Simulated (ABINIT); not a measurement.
The system is SiO2 (Cristobalite).

```
CELL_PARAMETERS angstrom
4.98200 0.00000 0.00000
0.00000 4.98200 0.00000
0.00000 0.00000 6.96300
ATOMIC_POSITIONS crystal
Si 0.79897 0.20103 0.75000
Si 0.70103 0.70103 0.50000
Si 0.20103 0.79897 0.25000
Si 0.29897 0.29897 0.00000
O 0.10347 0.23989 0.82187
O 0.26011 0.60347 0.07187
O 0.89653 0.76011 0.32187
O 0.73989 0.39653 0.57187
O 0.60347 0.26011 0.92813
O 0.76011 0.89653 0.67813
O 0.39653 0.73989 0.42813
O 0.23989 0.10347 0.17813
```

Base run:

```yaml
Program: ABINIT 10.8.3 (patched build)
Functional: PBEsol
Potentials_or_basis: JTH PAW PBE v2.0
Cutoff: 626 eV
k_mesh: 5 × 5 × 3
Occupations: fermi-dirac, width 0.05 eV
Spin: no spin polarisation
```

Its results: band gap on the k mesh 5.70 eV, direct; largest force 0.204 eV/Å.

**Question.** The run is repeated on the same cell with these changes: functional from PBEsol to r2SCAN; cutoff from 626 eV to 762 eV; fine-grid cutoff from 1224.51 eV to 1360.57 eV. What comes out?

**Answer.** Band gap on the k mesh 6.38 eV, direct; largest force 0.189 eV/Å.

Caveats: the PAW data sets were made with another functional, which shifts forces and pressure a little; the cell was measured hot, at 340 K.

Not every run made on this cell is shown here.
